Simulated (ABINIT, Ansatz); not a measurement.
# BaS (Fm-3m): one start, several treatments of the self-energy, part 2 of 2

How much does the gap of BaS (Fm-3m) depend on the approximation to the self-energy?

ABINIT 10.8.3; PBE and many-body steps on it, plane waves. Known limits of the many-body steps: not at the basis limit; no spin-orbit coupling.

So far. Step 3 (Screening, 4×4×4 mesh, 490 bands, screening to 283 eV): Local fields lower ε∞ by 15 %. Step 4 (G0W0, Godby-Needs plasmon pole): The gap on the mesh goes from 2.15 eV to 3.61 eV, a correction of +1.46 eV.

## Step 5: G0W0, Engel-Farid plasmon pole

Level of this step: G0W0 on PBE, plane waves, norm-conserving pseudopotentials (ABINIT).

Input file run.abi:

```
acell 3*1.0 Angstrom
rprim 
  0.000000000000 3.193750000000 3.193750000000
  3.193750000000 0.000000000000 3.193750000000
  3.193750000000 3.193750000000 0.000000000000
ntypat 2
znucl 56 16
natom 2
typat 1 2
xred 
  0.000000000000 0.000000000000 0.000000000000
  0.500000000000 0.500000000000 0.500000000000
pp_dirpath "pseudos"
pseudos "Ba.upf, S.upf"
ecut 20
ngkpt 4 4 4
nshiftk 1
shiftk 0 0 0
kptopt 1
chksymbreak 0
istwfk *1
occopt 1
irdwfk 1
optdriver 4
nband 490
gwcalctyp 0
ecutsigx 20
symsigma 1
nkptgw 2
kptgw 
  0.0000000000 0.0000000000 0.0000000000
  0.5000000000 0.5000000000 0.0000000000
bdgw 
  6 12
  7 10
ecuteps 10.4
irdscr 1
ppmodel 4
indata_prefix "in"
outdata_prefix "out"
tmpdata_prefix "tmp"
```

On the command line:

```bash
> OMP_NUM_THREADS=1 mpirun -n 4 abinit run.abi > log
```

Output:

```text
.Version 10.8.3 of ABINIT. v10.8.2 released Aug 2026.

 Symmetries : space group Fm -3 m (#225); Bravais cF (face-center cubic)
[... echo of the input left out ...]
== DATASET  1 ==================================================================
-   mpi_nproc: 4, omp_nthreads: 1 (-1 if OMP is not activated)

--- !DatasetInfo
iteration_state: {dtset: 1, }
dimensions: {natom: 2, nkpt: 8, mband: 490, nsppol: 1, nspinor: 1, nspden: 1, mpw: 1893, }
cutoff_energies: {ecut:  20.0, pawecutdg:  -1.0, }
electrons: {nelect:   1.60000000E+01, charge:   0.00000000E+00, occopt:   1.00000000E+00, tsmear:   1.00000000E-02, }

 SIGMA: Calculation of the GW corrections

 Based on a program developped by R.W. Godby, V. Olevano, G. Onida, and L. Reining.
 Incorporated in ABINIT by V. Olevano, G.-M. Rignanese, and M. Torrent.
.Using double precision arithmetic ; gwpc =  8

[... cell and pseudopotentials left out ...]
--------------------------------------------------------------------------------

 ==== K-mesh for the wavefunctions ====
 Number of points in the irreducible wedge :     8
[... list of points left out ...]
 Together with 48 symmetry operations and time-reversal symmetry
 yields    64 points in the full Brillouin Zone.

 ==== Q-mesh for screening function ====
 Number of points in the irreducible wedge :     8
[... list of points left out ...]
 Together with 48 symmetry operations and time-reversal symmetry
 yields    64 points in the full Brillouin Zone.

 vcoul_init : cutoff-mode = AUXILIARY_FUNCTION
 q-points for optical limit:   1
     1)      0.000010    0.000020    0.000030
 setmesh: FFT mesh size selected  =    36x   36x   36
          total number of points  =        46656

 Number of electrons calculated from density =   16.0000; Expected =   16.0000
[...]
number of omega for Sigma on real axis              0
 max omega for Sigma on real axis  [eV]           0.00
 zcut for avoiding poles [eV]                     0.10

 EPSILON^-1 parameters (SCR file):
 dimension of the eps^-1 matrix on file            725
 dimension of the eps^-1 matrix used               725
 number of plane-waves for wavefunctions          1893
 number of bands                                   490
 number of q-points in IBZ                           8
 number of frequencies                               2
 number of real frequencies                          1
 number of imag frequencies                          1

 matrix elements of self-energy operator (all in [eV])

 Perturbative Calculation

--- !SelfEnergy_ee
iteration_state: {dtset: 1, }
kpoint     : [   0.000,    0.000,    0.000, ]
spin       : 1
KS_gap     :    3.626
QP_gap     :    5.062
Delta_QP_KS:    1.436
data: !SigmaeeData |
     Band     E0 <VxcDFT>   SigX SigC(E0)      Z dSigC/dE  Sig(E)    E-E0       E
        6   3.680 -12.602 -15.738   1.235   0.783  -0.277 -14.090  -1.488   2.193
        7   3.680 -12.602 -15.738   1.235   0.783  -0.277 -14.090  -1.488   2.193
        8   3.680 -12.602 -15.738   1.235   0.783  -0.277 -14.090  -1.488   2.193
[...]
--- !SelfEnergy_ee
iteration_state: {dtset: 1, }
kpoint     : [   0.500,    0.500,    0.000, ]
spin       : 1
KS_gap     :    2.272
QP_gap     :    3.862
Delta_QP_KS:    1.590
data: !SigmaeeData |
     Band     E0 <VxcDFT>   SigX SigC(E0)      Z dSigC/dE  Sig(E)    E-E0       E
[...]
9   5.827  -7.957  -4.168  -3.687   0.832  -0.201  -7.873   0.085   5.911
       10   9.648 -10.954  -6.025  -4.343   0.819  -0.220 -10.473   0.481  10.129

== END DATASET(S) ==============================================================
================================================================================

 -outvars: echo values of variables after computation  --------
           etotal      0.0000000000E+00
            nband         490
             nkpt           8
          spgroup         225
 [... the other variables as echoed above ...]

 Calculation completed.
```

It took 99 s on 4 MPI ranks of Arm Neoverse V1, shared host; peak memory 2.7 GiB; 6.6 min of CPU time.

Numbers from this step:

```yaml
g0w0_gap_on_the_points_computed: 3.718 eV
starting_gap_on_the_mesh: 2.146 eV
k_of_the_valence_top: 0, 0, 0
k_of_the_conduction_bottom: 0.5, 0.5, 0
z_at_the_valence_top: 0.783
z_at_the_conduction_bottom: 0.832
least_direct_g0w0_gap_on_the_computed_points: 3.862 eV
```

Against G0W0 in ABINIT (4×4×4 mesh, 490 bands, screening to 283 eV, Godby-Needs plasmon pole), the gap moves by +0.109 eV.

## Step 6: G0W0, Hybertsen-Louie plasmon pole

run.abi: that of step 5 with these lines changed.

```diff
@@ -37,3 +37,3 @@
 irdscr 1
-ppmodel 4
+ppmodel 2
 indata_prefix "in"
```

Output:

```text
.Version 10.8.3 of ABINIT. v10.8.2 released Aug 2026.

 Symmetries : space group Fm -3 m (#225); Bravais cF (face-center cubic)
[... echo of the input left out ...]
== DATASET  1 ==================================================================
-   mpi_nproc: 4, omp_nthreads: 1 (-1 if OMP is not activated)

--- !DatasetInfo
iteration_state: {dtset: 1, }
dimensions: {natom: 2, nkpt: 8, mband: 490, nsppol: 1, nspinor: 1, nspden: 1, mpw: 1893, }
cutoff_energies: {ecut:  20.0, pawecutdg:  -1.0, }
[...]
Band     E0 <VxcDFT>   SigX SigC(E0)      Z dSigC/dE  Sig(E)    E-E0       E
[...]
9   5.827  -7.957  -4.168  -3.820   0.847  -0.181  -7.984  -0.026   5.800
       10   9.648 -10.954  -6.025  -4.485   0.836  -0.196 -10.582   0.372  10.019

== END DATASET(S) ==============================================================
================================================================================

 -outvars: echo values of variables after computation  --------
           etotal      0.0000000000E+00
            nband         490
             nkpt           8
          spgroup         225
 [... the other variables as echoed above ...]

 Calculation completed.
```

It took 5.1 min on 4 MPI ranks; peak memory 2.9 GiB; 20 min of CPU time.

Numbers from this step:

| Quantity | Value |
| --- | --- |
| G0W0 gap on the points computed | 3.725 eV |
| starting gap on the mesh | 2.146 eV |
| k of the valence top | 0, 0, 0 |
| k of the conduction bottom | 0.5, 0.5, 0 |
| least direct G0W0 gap on the computed points | 3.862 eV |

Against G0W0 in ABINIT (4×4×4 mesh, 490 bands, screening to 283 eV, Godby-Needs plasmon pole), the gap moves by +0.116 eV.

## Step 7: One-shot Hartree-Fock

This step: one-shot Hartree-Fock on PBE, plane waves, norm-conserving pseudopotentials.

run.abi: that of step 6 with these lines changed.

```diff
@@ -24,4 +24,4 @@
 optdriver 4
-nband 490
-gwcalctyp 0
+nband 12
+gwcalctyp 5
 ecutsigx 20
@@ -35,5 +35,4 @@
   7 10
-ecuteps 10.4
-irdscr 1
-ppmodel 2
+ixc_sigma 40
+fftgw 31
 indata_prefix "in"
```

Output:

```text
.Version 10.8.3 of ABINIT. v10.8.2 released Aug 2026.

 Symmetries : space group Fm -3 m (#225); Bravais cF (face-center cubic)
[... echo of the input left out ...]
== DATASET  1 ==================================================================
-   mpi_nproc: 4, omp_nthreads: 1 (-1 if OMP is not activated)

--- !DatasetInfo
iteration_state: {dtset: 1, }
dimensions: {natom: 2, nkpt: 8, mband: 12, nsppol: 1, nspinor: 1, nspden: 1, mpw: 1893, }
cutoff_energies: {ecut:  20.0, pawecutdg:  -1.0, }
[...]
Band     E0 <VxcDFT>   SigX SigC(E0)      Z dSigC/dE  Sig(E)    E-E0       E
[...]
9   5.827  -7.957  -4.168   0.000   1.000   0.000  -4.168   3.789   9.616
       10   9.648 -10.954  -6.025   0.000   1.000   0.000  -6.025   4.929  14.577

== END DATASET(S) ==============================================================
================================================================================

 -outvars: echo values of variables after computation  --------
           etotal      0.0000000000E+00
            nband          12
             nkpt           8
          spgroup         225
 [... the other variables as echoed above ...]

 Calculation completed.
```

The job ended after 2.5 s (4 MPI ranks; peak memory 0.12 GiB; 9.7 s of CPU time).

This step gave:

| Quantity | Value |
| --- | --- |
| quasiparticle gap on the points computed | 9.072 eV |
| starting gap on the mesh | 2.146 eV |
| k of the valence top | 0, 0, 0 |
| k of the conduction bottom | 0.5, 0.5, 0 |
| least direct quasiparticle gap on the computed points | 9.254 eV |

Against G0W0 in ABINIT (4×4×4 mesh, 490 bands, screening to 283 eV, Godby-Needs plasmon pole), the gap moves by +5.463 eV.

## Step 8: Side by side

Times are wall times on 4 MPI ranks of Arm Neoverse V1, shared host, good to a factor of about two. A run's time includes the screening step that it read.

```tsv
run	mesh	bands	screening cutoff (eV)	DFT gap (eV)	gap on the mesh (eV)	direct (eV)	ε∞ used	time
G0W0, Godby-Needs plasmon pole	4×4×4	490	283	2.146	3.609	3.746	4.74	11 min
G0W0, Engel-Farid plasmon pole	4×4×4	490	283	2.146	3.718	3.862	4.74	7.2 min
G0W0, Hybertsen-Louie plasmon pole	4×4×4	490	283	2.146	3.725	3.862	4.74	11 min
one-shot Hartree-Fock	4×4×4	-	-	2.146	9.072	9.254	-	2.5 s
```

## Step 9: Summary of results

| Item | Value |
| --- | --- |
| G0W0, Godby-Needs plasmon pole | 3.609 eV |
| G0W0, Engel-Farid plasmon pole | 3.718 eV |
| G0W0, Hybertsen-Louie plasmon pole | 3.725 eV |
| one-shot Hartree-Fock | 9.072 eV |
| known limits | not at the basis limit; no spin-orbit coupling |

What this shows: G0W0, Engel-Farid plasmon pole: +0.109 eV against G0W0, Godby-Needs plasmon pole. G0W0, Hybertsen-Louie plasmon pole: +0.116 eV against G0W0, Godby-Needs plasmon pole. One-shot Hartree-Fock: +5.463 eV against G0W0, Godby-Needs plasmon pole. Bare exchange alone opens the gap to 9.07 eV; against G0W0, correlation takes back 5.46 eV. Bands and cutoff are finite, so the gap is not at the basis limit. The miss can reach some tenths of an eV and take either sign; the mesh is an error of its own. In the G0W0 runs levels were corrected at 2 k points alone, so a gap called «on the mesh» is the least over those, and an edge elsewhere would be missed. The many-body steps are scalar-relativistic: spin-orbit coupling is not in them.

[Paths, hosts, dates, memory and timing lines, banners, echoed tables and standing remarks are left out of the program output.]

[Logs are printed without paths, hosts, clocks, repeated set-up lines and the standing remarks that a program may print on its own settings, such as how far it seeks lower states.]

[Runs of the session that timed out or met a known fault of the program may be left out.]

[Hosts, paths, dates, database ids (printed as entryN), source tags and the programs' standing remarks are cut or masked in the printed files.]

[G0W0 gaps are taken among the corrected bands and points alone; a level outside them can change the order at an edge.]

[Where Ansatz stands beside ABINIT at settings called matched, ABINIT's density can come from a denser mesh and the files from another edition; pairs whose starting gaps differed by over 0.03 eV were left out, so agreement reads better than it is.]
